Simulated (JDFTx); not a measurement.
Crystal: Sc.

```
CELL_PARAMETERS angstrom
3.30900 0.00000 0.00000
-1.65450 2.86568 0.00000
0.00000 0.00000 5.27330
ATOMIC_POSITIONS crystal
Sc 0.66667 0.33333 0.75000
Sc 0.33333 0.66667 0.25000
```

- Program: JDFTx 1.7.0 (patched build)
- Task: relaxation of cell and atoms
- Functional: PBE
- Dispersion: D2
- Potentials or basis: PseudoDojo-SR-PBE-0.5-standard
- Cutoff: 1061 eV
- Density cutoff: 8490 eV
- k mesh: 9 × 9 × 5
- Occupations: fermi-dirac, width 0.05 eV
- Spin: no spin polarisation

At the start: pressure -2.0 GPa; volume 25.00 Å³/atom.

Problem. Where does the relaxation end?

Solution. Over 7 steps the energy falls by 4.9 meV/atom and the volume is 24.30 Å³/atom (-2.8 %); space group P6_3/mmc (No. 194, to 0.05 Å).

The path:
```tsv
step	energy change (eV)	largest force (eV/Å)	pressure (GPa)	volume (Å³)
1	0.0000	0.0000	-1.97	50.00
2	-0.0025	0.0000	-1.70	49.79
3	-0.0096	0.0000	0.09	48.54
4	-0.0098	0.0000	0.00	48.60
5	-0.0098	0.0000	-0.01	48.60
6	-0.0098	0.0000	0.01	48.59
7	-0.0098	0.0000	0.00	48.60
```

Final structure:
```xyz
2
Lattice="3.2889 0.0000 0.0000 -1.6445 2.8483 0.0000 0.0000 0.0000 5.1875" Properties=species:S:1:pos:R:3 pbc="T T T"
Sc    1.6445    0.9494    3.8906
Sc    0.0000    1.8989    1.2969
```

Caveat: pairwise dispersion overbinds metals, which lowers pressure and volume.
